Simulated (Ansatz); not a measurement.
BAs: single point with PBE

BAs:

```
As B
1.0
     0.00000    2.38850    2.38850
     2.38850    0.00000    2.38850
     2.38850    2.38850    0.00000
As B
1 1
Direct
  0.75000 0.75000 0.75000
  0.00000 0.00000 0.00000
```

```
Program             : Ansatz 0.2.0
Task                : single point
Functional          : PBE
Potentials or basis : all-electron LAPW, scalar-relativistic
Cutoff              : 287 eV (chosen from the basis error)
Basis error allowed : 0.002 eV/atom
k mesh              : 6 × 6 × 6
Occupations         : fermi-dirac, width 0.02 eV
Spin                : no spin polarisation
```

| Item | Value |
| --- | --- |
| Pressure | 2.8 GPa |
| Band gap on the k mesh | 1.28 eV, indirect (least direct gap 3.28 eV) |

Levels at points of the mesh, in eV from the valence-band top:
```tsv
k point	band 11	band 12	band 13	band 14	band 15	band 16	band 17	band 18
(0.00, 0.00, 0.00)	-15.40	0.00	0.00	0.00	3.28	3.28	3.28	4.68
(0.00, 0.00, -0.50)	-12.53	-8.78	-1.82	-1.82	2.69	4.79	4.79	8.89
(0.00, -0.50, -0.50)	-11.22	-8.52	-4.07	-4.07	1.44	1.45	11.40	11.40
```

Wall time 3.6 s on 1 thread of Arm Neoverse V1 (shared host), peak memory 0.21 GiB.

A k mesh can miss the band edges.
